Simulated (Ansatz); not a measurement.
Si: one atom moved along a line

All numbers below come from Ansatz, DFT r2SCAN, scalar-relativistic, plane waves, PAW. Settings: plane waves to 500 eV, k-mesh 8×8×8 (Γ-centred), Gaussian smearing 0.15 eV. No spin polarisation. Energies are free energies at this smearing, counted from the undisturbed cell; pressure is positive in compression.

Zero of the scan (relaxed at this level; this form isn't the usual structure):

```
CELL_PARAMETERS angstrom
-3.32361 3.32361 3.32361
3.32361 -3.32361 3.32361
3.32361 3.32361 -3.32361
ATOMIC_POSITIONS crystal
Si 0.20140 0.20140 0.20140
Si 0.50000 0.00000 0.29860
Si 0.29860 0.50000 0.00000
Si 0.00000 0.29860 0.50000
Si 0.79860 0.79860 0.79860
Si 0.50000 0.00000 0.70140
Si 0.70140 0.50000 0.00000
Si 0.00000 0.70140 0.50000
```

Atom 1 (Si) is moved by x along the Cartesian unit vector (-0.577, -0.577, -0.577); the cell and all other atoms stay fixed. The cell is metallic on the mesh throughout.

```csv
x (Å),ΔE (meV/cell)
-0.2000,150.8
-0.1333,75.7
-0.0667,21.2
0.0000,0.0
0.1333,119.7
0.2000,296.3
```

(1) Predict the force along x on the moved atoms (eV/Å) at each point.

## Answers

(1)
```tsv
x (Å)	force along x on the moved atoms (eV/Å)
-0.2000	1.22
-0.1333	1.00
-0.0667	0.60
0.0000	-0.01
0.1333	-1.97
0.2000	-3.38
```

Cost: 6 runs of about 8 core-minutes in all, on AMD EPYC 7R43 (Zen 3) (shared hosts).